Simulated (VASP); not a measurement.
# Pt (Fm-3m) in VASP: notebook, part 3 of 3

VASP 6.6.1. Earlier steps stand in the parts before.

### 5 Elastic constants, PBE

This run uses another cell than the first one, of 15.61 Å³/atom, 1.055 times its volume.

POSCAR

```
Pt
1.0
    0.0000000000      1.9834876417      1.9834876417
    1.9834876417      0.0000000000      1.9834876417
    1.9834876417      1.9834876417      0.0000000000
  Pt
     1
Direct
     0.0000000000000000    0.0000000000000000    0.0000000000000000
```

INCAR.step1

```
ALGO     = Normal         # electronic algorithm
EDIFF    = 1E-8           # SCF threshold, eV
EDIFFG   = -0.002         # ionic threshold
ENCUT    = 600            # plane-wave cutoff, eV
GGA      = PE             # functional
IBRION   = 2              # ionic algorithm
ISIF     = 3              # what is computed and relaxed
ISMEAR   = 1              # smearing method
KPAR     = 2            
LASPH    = True           # aspherical terms in the spheres
LCHARG   = False          # write CHGCAR
LREAL    = False          # projectors in reciprocal space
LWAVE    = False          # write WAVECAR
NELM     = 80             # most SCF steps
NSW      = 40             # ionic steps
PREC     = Accurate       # precision mode
SIGMA    = 0.2            # smearing width, eV
```

INCAR.step2

```
ALGO     = Normal         # electronic algorithm
EDIFF    = 1E-8           # SCF threshold, eV
ENCUT    = 600            # plane-wave cutoff, eV
GGA      = PE             # functional
IBRION   = 6              # ionic algorithm
ISIF     = 3              # what is computed and relaxed
ISMEAR   = 1              # smearing method
KPAR     = 2            
LASPH    = True           # aspherical terms in the spheres
LCHARG   = False          # write CHGCAR
LREAL    = False          # projectors in reciprocal space
LWAVE    = False          # write WAVECAR
NELM     = 80             # most SCF steps
NFREE    = 2            
NSW      = 1              # ionic steps
POTIM    = 0.015          # step
PREC     = Accurate       # precision mode
SIGMA    = 0.2            # smearing width, eV
```

KPOINTS

```
k-points
0
Gamma
  30 30 30
```

Run with:

```console
> cat potpaw_PBE.64/Pt/POTCAR > POTCAR
> cp INCAR.step1 INCAR
> mpirun -np 2 vasp_std > vasp.out
> cp CONTCAR POSCAR
> cp INCAR.step2 INCAR
> mpirun -np 2 vasp_std > vasp.out
```

It took 35 min on 2 MPI ranks of Intel Xeon Platinum 8488C (Sapphire Rapids), shared host; peak memory 2.1 GiB.

The run converged. Its results:

* Elastic constants C11, C12, C44: 310, 220, 65 GPa
* Voigt bulk modulus: 250 GPa

Elastic tensor in Voigt notation (GPa, in the Cartesian axes of the cell as first typed):
```
310 220 220   0   0   0
220 310 220   0   0   0
220 220 310   0   0   0
  0   0   0  65   0   0
  0   0   0   0  65   0
  0   0   0   0   0  65
```

Clamped-ion elastic tensor (GPa):
```
310 220 220   0   0   0
220 310 220   0   0   0
220 220 310   0   0   0
  0   0   0  65   0   0
  0   0   0   0  65   0
  0   0   0   0   0  65
```

### 6 Phonons, r2SCAN

This run uses another cell than the first one, of 15.32 Å³/atom, 1.036 times its volume.

POSCAR

```
Pt
1.0
    0.0000000000      1.9713025472      1.9713025472
    1.9713025472     -0.0000000000      1.9713025472
    1.9713025472      1.9713025472     -0.0000000000
  Pt
     1
Direct
     0.0000000000000000    0.0000000000000000    0.0000000000000000
```

INCAR.step1

```
SYSTEM = Pt
  PREC = Accurate
  ENCUT = 600
  EDIFF = 1E-8
  ISMEAR = 1
  SIGMA = 0.2
  LREAL = .FALSE.
  LASPH = .TRUE.
  NELM = 80
  ALGO = Normal
  ISIF = 3
  LWAVE = .FALSE.
  LCHARG = .FALSE.
  METAGGA = R2SCAN
  LMIXTAU = .TRUE.
  KPAR = 2
  IBRION = 2
  NSW = 40
  EDIFFG = -0.002
```

INCAR.step2

```
SYSTEM = Pt
  PREC = Accurate
  ENCUT = 600
  EDIFF = 1E-8
  ISMEAR = 1
  SIGMA = 0.2
  LREAL = .FALSE.
  LASPH = .TRUE.
  NELM = 80
  ALGO = Normal
  ISIF = 2
  LWAVE = .FALSE.
  LCHARG = .FALSE.
  METAGGA = R2SCAN
  LMIXTAU = .TRUE.
  KPAR = 2
  IBRION = 6
  NFREE = 2
  POTIM = 0.015
  NSW = 1
```

KPOINTS

```
Automatic mesh
0
G
  30 30 30
  0 0 0
```

Potentials or basis: VASP PAW PBE potentials, release 64 (Pt).

Run with:

```console
> cat potpaw_PBE.64/Pt/POTCAR > POTCAR
> cp INCAR.step1 INCAR
> mpirun -np 2 vasp_std > vasp.out
> cp CONTCAR POSCAR
> cp INCAR.step2 INCAR
> mpirun -np 2 vasp_std > vasp.out
```

OUTCAR:

```text
SYSTEM = Pt
   PREC = Accurate
   ENCUT = 600
   EDIFF = 1E-8
   ISMEAR = 1
   LREAL = .FALSE.
   LASPH = .TRUE.
   NELM = 80
   ISIF = 2
   METAGGA = R2SCAN
   IBRION = 6
   NFREE = 2
   POTIM = 0.015
   NSW = 1

 ion  position               nearest neighbor table
   1  0.000  0.000  0.000-

  LATTYP: Found a face centered cubic cell.
 ALAT       =     3.9434608303

[... 585 lines left out ...]
  free  energy   TOTEN  =       -51.5009631253 eV

  energy  without entropy=      -51.4986577179  energy(sigma->0) =      -51.50019466

 INTERNAL STRAIN TENSORS FROM DISPLACED ATOMS
 ============================================

 INTERNAL STRAIN TENSOR FOR ION    1 for displacements in x,y,z  (eV/Angst):
          X           Y           Z          XY          YZ          ZX
  --------------------------------------------------------------------------------
  x     0.00000     0.00000     0.00000     0.00000     0.00000     0.00000
  y     0.00000     0.00000     0.00000     0.00000     0.00000     0.00000
  z     0.00000     0.00000     0.00000     0.00000     0.00000     0.00000

 Eigenvectors and eigenvalues of the dynamical matrix
 ----------------------------------------------------

   1 f  =    0.000000 THz     0.000000 2PiTHz    0.000000 cm-1     0.000000 meV
             X         Y         Z           dx          dy          dz
      0.000000  0.000000  0.000000     0.763386   -0.645942    0.000000

   2 f  =    0.000000 THz     0.000000 2PiTHz    0.000000 cm-1     0.000000 meV
             X         Y         Z           dx          dy          dz
      0.000000  0.000000  0.000000    -0.645942   -0.763386    0.000000

   3 f  =    0.000000 THz     0.000000 2PiTHz    0.000000 cm-1     0.000000 meV
             X         Y         Z           dx          dy          dz
      0.000000  0.000000  0.000000     0.000000    0.000000    1.000000

 ELASTIC MODULI CONTR FROM IONIC RELAXATION (kBar)
 Direction    XX          YY          ZZ          XY          YZ          ZX
 --------------------------------------------------------------------------------
 XX           0.0000      0.0000      0.0000      0.0000      0.0000      0.0000
 YY           0.0000      0.0000      0.0000      0.0000      0.0000      0.0000
 ZZ           0.0000      0.0000      0.0000      0.0000      0.0000      0.0000
 XY           0.0000      0.0000      0.0000      0.0000      0.0000      0.0000
 YZ           0.0000      0.0000      0.0000      0.0000      0.0000      0.0000
 ZX           0.0000      0.0000      0.0000      0.0000      0.0000      0.0000
 --------------------------------------------------------------------------------
```

Wall time 12 min (2 MPI ranks of Intel Xeon Platinum 8488C (Sapphire Rapids), shared host); peak memory 0.35 GiB.

Results:

```yaml
Relaxed_volume: 15.33 Å³/atom
Relaxed_cell: a = 2.788 Å, b = 2.788 Å, c = 2.788 Å, α = 60.00°, β = 60.00°, γ = 60.00°
Space_group_after_relaxing_to_0.05_Å: Fm-3m (No. 225)
```

Final structure:
```xyz
1
Lattice="0.0000 1.9717 1.9717 1.9717 0.0000 1.9717 1.9717 1.9717 0.0000" Properties=species:S:1:pos:R:3 pbc="T T T"
Pt    3.9435    3.9435    3.9435
```

Caveat: the PAW data sets were made with another functional, which shifts forces and pressure a little. Spin-orbit coupling is left out, which matters for the levels of Pt.

### 7 The runs side by side

| task | level | potentials or basis | spin | cell | k mesh | cutoff (eV) | smearing | by perturbation theory | ions in elastic constants | pressure (GPa) |
| --- | --- | --- | --- | --- | --- | --- | --- | --- | --- | --- |
| phonons | LDA | VASP PAW LDA potentials, release 64 (Pt) | off | Fm-3m, 14.79 Å³/atom | 30 × 30 × 30 | 600 | methfessel-paxton 0.2 eV | no | - | - |
| optical spectrum | PBE | VASP PAW PBE potentials, release 64 (Pt) | off | Fm-3m, 15.01 Å³/atom | 32 × 32 × 32 | 520 | gaussian 0.05 eV | - | - | 10.8 |
| optical spectrum | PBE | VASP PAW PBE potentials, release 64 (Pt) | SOC, no magnetisation | Fm-3m, 15.01 Å³/atom | 20 × 20 × 20 | 520 | gaussian 0.05 eV | - | - | 11.5 |
| elastic constants | PBE | VASP PAW PBE potentials, release 64 (Pt) | off | Fm-3m, 15.61 Å³/atom | 30 × 30 × 30 | 600 | methfessel-paxton 0.2 eV | - | relaxed | - |
| phonons | r2SCAN | VASP PAW PBE potentials, release 64 (Pt) | off | relaxed | 30 × 30 × 30 | 600 | methfessel-paxton 0.2 eV | no | - | - |

Caveats: independent-particle spectra lack excitons (some runs); the intraband (Drude) part of a metal's response may be missing (some runs); the PAW data sets were made with another functional, which shifts forces and pressure a little (some runs).

Total energies depend on the potentials used, so only differences within one code and one set of settings carry meaning.
